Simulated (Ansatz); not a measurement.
# TiSe2 in Ansatz: reference runs

Reference runs on TiSe2: the cell as given.

The COD entry that gives the cell may itself be a prediction, so a difference from it is no test against experiment.

All numbers are computed with Ansatz 0.2.0; they aren't measurements. Logs are shortened: lines on timing, memory, paths and dates and some standing lists are left out, and cuts for length are marked.

### Step 1. The cell of the first run

The cell holds a slab with vacuum, 6 atoms: a = 3.536 Å, b = 3.536 Å, c = 24.068 Å, α = 90.00°, β = 90.00°, γ = 120.00°.

### Step 2. Single point, PBE (the (0 0 1) slab of TiSe2, cut from the database cell, not relaxed)

input.yaml reads:

```yaml
crystal:
  lattice:
    - [3.5360018066, 0.0, 0.0]
    - [-1.7680009033, 3.0622673924, 0.0]
    - [0.0, 0.0, 24.0684416]
  atoms:
    - { symbol: Se, position: [0.6666666667, 0.3333333334, 0.3116113675] }
    - { symbol: Ti, position: [0.0, 0.0, 0.3752723566] }
    - { symbol: Se, position: [0.3333333333, 0.6666666666, 0.4389333458] }
    - { symbol: Se, position: [0.6666666667, 0.3333333334, 0.5610666542] }
    - { symbol: Ti, position: [0.0, 0.0, 0.6247276434] }
    - { symbol: Se, position: [0.3333333333, 0.6666666666, 0.6883886325] }
hamiltonian:
  xc: pbe
  pseudopotentials: { kind: paw }
kpoints:
  mp_grid: { grid: [9, 9, 1] }
scf:
  occupations: { method: fermi_dirac, width: 0.05 }
output:
  forces: true
  eigenvalues: true
  write_density: true
  write_potential: true
  elf: true
  volumetric_format: npy
efield:
  axis: 3
  dipole_correction: true
  ramp_width: 0.04
```

Potentials or basis: Ansatz PAW.

On the command line:

```
> ansatz run input.yaml --threads 4 --pin off --max-ram 11264MiB --backend cpu --events-out ev --progress --plain --runs-dir out
```

The log of the run:

```text
Warning: RAYON_NUM_THREADS=4 ignored (pool sized by the plan → 4); use --threads N
Engine: ansatz 0.2.0, aarch64-unknown-linux-gnu
Pseudopotentials: kind: paw
Pseudopotential: Se, paw, valence charge 16, recommended cutoff 420 eV (normal), Se.paw.azcp
Pseudopotential: Ti, paw, valence charge 12, recommended cutoff 420 eV (normal), Ti.paw.azcp
Functional definition: PBE
  parameter kappa = 0.804
  parameter beta = 0.06672455060314922
  exchange = pbe_x(kappa = kappa, mu = beta*pi^2/3)
  correlation = pbe_c(beta = beta)
Crystal: 6 atoms, lattice volume = 260.617 Å³
Basis set: ecut = 420 eV, 5055 PW (Γ), exchange–correlation on 48×48×324 points (8 copies of the dense FFT grid, shifted against one another)
Bands: 53, of which v1, the nominal top of the filled ones, is band 44 counted from 1 (43 counted from 0)
Symmetry: 6 space group operations
k-points: 12 of 81 (time reversal used)
Non-local potential: Se, projectors of the file, l = 0: 2, l = 1: 2, l = 2: 3, l = 3: 1
Non-local potential: Ti, projectors of the file, l = 0: 3, l = 1: 2, l = 2: 3, l = 3: 1
PAW form: soft (Blöchl's): semilocal exchange-correlation on the pseudo side does not see the compensation charge
PAW one-centre angular grid: Se, 590 points (default); XC on 64 Gauss nodes
PAW one-centre angular grid: Ti, 590 points (default); XC on 64 Gauss nodes
Initial density: superposition of atomic densities (neutral atoms: chi_scale 0, normalization atom), corrected by the library's trained network
Initial wavefunctions: pseudopotential atomic-orbital guess
Functional: x = pbe(κ = 0.804, μ = 0.2195149727645171), c = pbe(β = 0.06672455060314922)
SCF iter   1: F=—  HF=-26882.365543 eV  |F-HF|=—  |Δ(HF+E_count)|=         —  Δρ=2.09e-3  dr2=4.51e-2  ethr=1.77e-3  p=0.000 e·Å  D=2.23e-13 V/Å  ΔV_dip=-0.00 eV  dr2_dipole=1.09e-9  V_vac-E_F(+/−)=5.39/5.39 eV  ⟨swp⟩=7.4  Hψ=2490  notcnv=0
efield: sawtooth ramp at fractional position 0.9800 (placed from the atoms, in the widest stretch of the axis that holds none; the zero of the levels goes with the place), width 0.0400; the density the first Hamiltonian is built on has a dipole p = 0.000 e·Å; the dipole correction subtracts the counter field D = 2.23e-13 V/Å, which shifts the + side's vacuum level by -0.00 eV against the − side's; the planar-averaged density in the ramp window peaks in size at 5.1e-5 e/Å³
preconditioner: auto → LDOS  [metal: Δε(μ)=0.134 eV  Ē_g=6.948 eV  σ=0.050 eV  W_gap=0.46  n_scr=58 (ndim 8)  ℏωp=13.0 eV  f_vac=0.498  D(μ)=1.22/eV (n_scr^D=6)  β→1.0]
SCF iter   2: F=—  HF=-26882.387308 eV  |F-HF|=—  |Δ(HF+E_count)|=   2.18e-2  Δρ=4.52e-3  dr2=2.62e-1  ethr=5.13e-5  p=-0.000 e·Å  D=-1.72e-5 V/Å  ΔV_dip=0.00 eV  dr2_dipole=7.25e-8  V_vac-E_F(+/−)=5.64/5.64 eV  ⟨swp⟩=2.2  Hψ=982  notcnv=0  defer=17
SCF iter   3: F=—  HF=-26882.364121 eV  |F-HF|=—  |Δ(HF+E_count)|=   2.32e-2  Δρ=3.51e-4  dr2=2.10e-3  ethr=5.13e-5  p=0.000 e·Å  D=2.40e-5 V/Å  ΔV_dip=-0.00 eV  dr2_dipole=2.59e-8  V_vac-E_F(+/−)=5.39/5.39 eV  ⟨swp⟩=2.0  Hψ=851  notcnv=0  defer=17
SCF iter   4: F=—  HF=-26882.363994 eV  |F-HF|=—  |Δ(HF+E_count)|=   1.27e-4  Δρ=3.41e-4  dr2=8.52e-4  ethr=2.39e-6  p=-0.000 e·Å  D=-1.87e-6 V/Å  ΔV_dip=0.00 eV  dr2_dipole=1.04e-8  V_vac-E_F(+/−)=5.39/5.39 eV  ⟨swp⟩=2.4  Hψ=804  notcnv=0  defer=17
SCF iter   5: F=—  HF=-26882.363899 eV  |F-HF|=—  |Δ(HF+E_count)|=   9.50e-5  Δρ=4.91e-5  dr2=2.16e-5  ethr=9.69e-7  p=0.000 e·Å  D=1.73e-6 V/Å  ΔV_dip=-0.00 eV  dr2_dipole=3.43e-11  V_vac-E_F(+/−)=5.40/5.40 eV  ⟨swp⟩=2.0  Hψ=730  notcnv=0  defer=17
SCF iter   6: F=—  HF=-26882.364064 eV  |F-HF|=—  |Δ(HF+E_count)|=   1.65e-4  Δρ=1.57e-5  dr2=5.14e-7  ethr=2.45e-8  p=0.000 e·Å  D=2.12e-6 V/Å  ΔV_dip=-0.00 eV  dr2_dipole=1.36e-9  V_vac-E_F(+/−)=5.40/5.40 eV  ⟨swp⟩=2.1  Hψ=832  notcnv=0  defer=17
SCF iter   7: F=-26882.364065 eV  HF=-26882.364065 eV  |F-HF|=1.99e-7  |Δ(HF+E_count)|=   6.28e-7  Δρ=4.84e-6  dr2=4.35e-8  ethr=1.14e-10  p=-0.000 e·Å  D=-1.51e-7 V/Å  ΔV_dip=0.00 eV  dr2_dipole=7.50e-13  V_vac-E_F(+/−)=5.40/5.40 eV  ⟨swp⟩=15.1  Hψ=5152  notcnv=0
SCF 1 converged in 7 iterations: F = -26882.364065 eV  dr2 = 4.35e-8
WARN: The input density's exchange-correlation potential varies sharply where the density is thin. Do not read a vacuum level from v_tot or v_xc, or from such a field of the output density. On a cell that repeats whose density bears no net charge and no dipole along the vacuum's axis use v_es (v_loc + v_h of the components); under efield.dipole_correction with no amplitude use v_es + v_field, which holds any external_charges[].barrier, or the levels of the report's work_function block, which leave it out; under a non-zero efield.amplitude the vacuum is tilted and has no level; on a cell that repeats and bears such a dipole with no correction it is tilted too, and efield.dipole_correction with no amplitude gives each side of its ramp a level where efield: is served; in a cell that repeats whose density bears a net charge (total_charge, or a fill off its count) it is curved and has none; of a slab under crystal.periodic whose density bears no net charge use v_es, which has a level on each side, short of where the two are joined; of another it falls or rises all the way out and has none; of a slab beside external_charges read slab_vacuum_level instead, which it has where they leave it neutral. The grid or the basis barely resolves most such structure, and the values can differ between equally converged runs; as a rule a tighter scf.convergence.dr2_threshold does not remove it. Where the density itself ripples (under the LDA too) a higher basis.ecutwfc lessens it. The files hold the spikes' plane waves up to the density's cutoff. Files: v_tot and the like, and their columns of v_z.tsv (output.write_potential); v_xc and the like, and their columns of v_comp_z.tsv (output.write_potential_components); where files of the output density stand in their place, no point of their own thin density is over the threshold below, and this is of outcome.potential() and, of a run that writes arrays (npy), the arrays of these names. Measured: with its Gaussian average of σ = 0.25 Å subtracted twice, the exchange-correlation potential is over 0.1 eV at 815 of the grid points where the equally averaged density (valence and model cores) is under 1e-3 e/Å³, and 0.208 eV at the most among them, at an averaged density of 1.5e-8 e/Å³. See output.write_potential in the manual, Limitations
SCF converged after 7 iterations
Free energy (F): -26882.364065 eV
Harris-Foulkes:  -26882.364065 eV  (|F-HF|=1.99e-7)
Internal energy: -26882.353415 eV  (E = F + TS)
E sigma→0 (E₀):  -26882.358740 eV
Entropy (-TS):   -0.010650 eV (-1.775 meV/atom)
Fermi energy:    2.076565 eV
Dipole field:    D = 0.000001 V/Å  (p = 0.000001 e·Å, saw-weighted, corrected)
Work function:   Φ+ = 5.3966 eV   Φ− = 5.3967 eV
Levels:          The Fermi level and band energies are counted from a zero that moves with the ramp; work functions are not
--- Per-component energies (eV) ---
  E_band       = -2503.881651
  E_kinetic    = 1018.639786
  E_local      = -83086.756223  (includes V_loc(G=0)·N_el)
  E_nonlocal   = -2370.469931
  E_hartree    = 41017.621804
  E_xc         = -613.770399
  E_vxc        = -639.185673  (∫ρ·V_xc dr)
  E_paw        = -9737.677932  (= ΣΔE_a)
  E_vpaw       = 538.654644  (= ΣTr[D̂ρ^β])
  E_aug_tail   = -0.002158  (compensation charges beyond the density's cutoff)
  E_efield     = 0.000000  (sawtooth field / dipole correction)
  E_vefield    = 0.000000  (∫n·V_field dr)
  E_ewald      = 26890.061637
  E_smearing   = -0.010650  (= −TS)
  E_closure    = 0.000000  (closes the sum)
  Σ components = -26882.364065   (vs F -26882.364065, Δ=0.00e0)
--- Forces (eV/Å), atoms counted from 1 ---
  atom   1  Se     0.00000000    -0.00000000    -0.21594859
  atom   2  Ti     0.00000000     0.00000000     0.03913988
  atom   3  Se     0.00000000     0.00000000     0.03411991
  atom   4  Se     0.00000000    -0.00000000    -0.03412697
  atom   5  Ti     0.00000000    -0.00000000    -0.03914048
  atom   6  Se    -0.00000000     0.00000000     0.21594591
  max |Σ_I F_I| component: 1.03e-5 eV/Å
--- Band table (eV; the first three rows and the last of 12) ---
  k-point 0: bands = ["-55.4886", "-55.4886", "-45.1557", "-45.1557", "-45.1555", "-45.1555", "-45.1434", "-45.1434", "-45.1431", "-45.1431", "-45.1363", "-45.1361", "-45.0717", "-45.0717", "-45.0717", "-45.0717", "-45.0494", "-45.0494", "-45.0494", "-45.0494", "-45.0383", "-45.0383", "-31.7211", "-31.7211", "-31.7016", "-31.7016", "-31.7016", "-31.7016", "-11.7088", "-11.4858", "-10.7424", "-10.4809", "-2.8553", "-2.0494", "-0.1535", "-0.1535", "-0.1251", "-0.1251", "0.2068", "1.4842", "2.4858", "2.4858", "2.5613", "2.5613", "2.5731", "2.5731", "2.6021", "2.6021", "2.8875", "3.2468", "5.5552", "5.5552", "5.7148"]
  k-point 1: bands = ["-55.4878", "-55.4878", "-45.1556", "-45.1555", "-45.1555", "-45.1553", "-45.1434", "-45.1434", "-45.1432", "-45.1431", "-45.1362", "-45.1360", "-45.0716", "-45.0716", "-45.0715", "-45.0715", "-45.0495", "-45.0495", "-45.0495", "-45.0495", "-45.0382", "-45.0382", "-31.7188", "-31.7187", "-31.7120", "-31.7120", "-31.7039", "-31.7039", "-11.5790", "-11.3587", "-10.6768", "-10.4301", "-2.6958", "-1.9159", "-0.7463", "-0.4974", "-0.1259", "-0.0852", "0.7236", "1.2166", "1.3661", "1.6500", "1.8002", "1.8927", "2.6730", "2.7165", "3.1704", "3.2184", "3.2582", "3.6270", "5.0440", "5.1211", "5.4163"]
  k-point 2: bands = ["-55.4857", "-55.4857", "-45.1555", "-45.1554", "-45.1550", "-45.1548", "-45.1435", "-45.1435", "-45.1433", "-45.1431", "-45.1359", "-45.1357", "-45.0716", "-45.0716", "-45.0710", "-45.0710", "-45.0496", "-45.0496", "-45.0495", "-45.0495", "-45.0379", "-45.0379", "-31.7385", "-31.7385", "-31.7127", "-31.7126", "-31.7098", "-31.7098", "-11.2215", "-11.0119", "-10.5010", "-10.2987", "-2.2859", "-1.6495", "-1.3987", "-1.0704", "-0.3663", "-0.1828", "-0.0958", "-0.0263", "0.9243", "1.2300", "1.3495", "1.4891", "2.4567", "2.5322", "3.4907", "3.5092", "3.5588", "3.8084", "4.5852", "4.9927", "5.2682"]
  k-point 11: bands = ["-55.4807", "-55.4807", "-45.1546", "-45.1546", "-45.1545", "-45.1544", "-45.1437", "-45.1437", "-45.1436", "-45.1430", "-45.1352", "-45.1352", "-45.0706", "-45.0706", "-45.0705", "-45.0705", "-45.0499", "-45.0499", "-45.0495", "-45.0495", "-45.0373", "-45.0373", "-31.7628", "-31.7628", "-31.7627", "-31.7627", "-31.6984", "-31.6983", "-10.0671", "-10.0671", "-9.9694", "-9.9694", "-2.0291", "-2.0291", "-2.0249", "-1.7869", "-1.7869", "-1.7595", "-0.7319", "-0.3813", "-0.2821", "-0.2821", "-0.0308", "-0.0308", "3.2225", "3.2265", "3.4699", "3.4699", "3.6575", "3.6575", "4.8708", "4.8708", "5.2849"]
```

Wall time 4.5 s (4 threads of Arm Neoverse V2, shared host); peak memory 0.66 GiB.

Results:

```
Free energy                     : -26882.3641 eV
Largest force                   : 0.216 eV/Å
Band gap on the k mesh          : none (metal or under the smearing width)
Work function of the upper face : 5.40 eV
Work function of the lower face : 5.40 eV
Dipole across the slab          : 0.000 e·Å
```

Forces on the atoms (eV/Å):
```
Se   0.000  0.000 -0.216
Ti   0.000  0.000  0.039
Se   0.000  0.000  0.034
Se   0.000  0.000 -0.034
Ti   0.000  0.000 -0.039
Se   0.000  0.000  0.216
```
